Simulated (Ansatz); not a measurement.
Crystal: TaN.

```
Ta N
1.0
     5.19600    0.00000    0.00000
    -2.59800    4.49987    0.00000
     0.00000    0.00000    2.91100
Ta N
3 3
Direct
  0.00000 0.00000 0.00000
  0.66667 0.33333 0.50000
  0.33333 0.66667 0.50000
  0.00000 0.39285 0.00000
  0.60715 0.60715 0.00000
  0.39285 0.00000 0.00000
```

Base run:

| Property | Result |
| --- | --- |
| Program | Ansatz 0.2.0 |
| Functional | PBE |
| Potentials or basis | Ansatz PAW |
| Cutoff | 420 eV (not typed: the program's choice for these potentials) |
| k mesh | 6 × 6 × 9 |
| Occupations | gaussian, width 0.012 eV |
| Spin | no spin polarisation |

Its results: band gap on the k mesh none (metal or under the smearing width); pressure 4.9 GPa; largest force 0.056 eV/Å.

**Question.** The run is repeated on the same cell with these changes: functional from PBE to r2SCAN; cutoff from 420 eV (not typed: the program's choice for these potentials) to 500 eV (not typed: the program's choice for these potentials); occupations from gaussian, width 0.012 eV to fermi-dirac, width 0.05 eV. What comes out?

**Answer.** Band gap on the k mesh none (metal or under the smearing width); pressure 0.3 GPa; largest force 0.031 eV/Å.

Caveats: spin-orbit coupling is left out, which moves the levels of the heavy elements (some runs); the PAW data sets come from PBE, with cores solved anew for the run's functional, which leaves a small shift of forces and pressure (some runs).
